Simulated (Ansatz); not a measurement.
**YN (Fm-3m)**

Method: DFT PBE, scalar-relativistic, plane waves, PAW (Ansatz 0.2.0).

Cutoff 420 eV; k points 12×12×12 on the computed 2-atom cell (Γ-centred); Gaussian smearing, width 0.01 eV; no spin polarisation.

The structure is relaxed at this level of theory with its symmetry kept.

```cif
data_structure
_symmetry_space_group_name_H-M 'P 1'
_symmetry_Int_Tables_number 1
_cell_length_a 3.4690
_cell_length_b 3.4690
_cell_length_c 3.4690
_cell_angle_alpha 60.000
_cell_angle_beta 60.000
_cell_angle_gamma 60.000
_cell_volume 29.52
loop_
_atom_site_label
_atom_site_type_symbol
_atom_site_fract_x
_atom_site_fract_y
_atom_site_fract_z
_atom_site_occupancy
Y1 Y 0.00000 0.00000 0.00000 1
N1 N 0.50000 0.50000 0.50000 1
```

Task: Formation energy from the elements' standard states (uncorrected)?

Result: -1.699 eV/atom.

Task: Kohn–Sham band gap?

Result: 0.21 eV, indirect from Γ to X.

Task: Löwdin character of the top 1 eV of the valence band?

Result: N 2p 80 %, Y 4d 16 %.

Task: Löwdin character of the lowest 1 eV of the conduction band?

Result: Y 4d 82 %, N 2p 17 %.

Task: Electron masses at the edge by Cartesian direction of the standard setting (m_e; degenerate bands sorted by energy; no spin-orbit coupling)?

Result: x: 1.3; y: 0.11; z: 0.11.

Task: Hole masses at the edge by Cartesian direction of the standard setting (m_e; degenerate bands sorted by energy; no spin-orbit coupling)?

Result: x: 1.1, 1.1, 0.17; y: 1.1, 1.1, 0.17; z: 1.1, 1.1, 0.17.

Task: Bulk modulus?

Result: 159 GPa.

Task: Its pressure derivative?

Result: 4.2.

Task: Electronic dielectric constant xx, yy, zz of the standard setting (independent particles)?

Result: 13.0, 13.0, 13.0.

Task: Bader charges (e)?

Result: Y (1 in the cell) 1.89, N (1 in the cell) -1.89.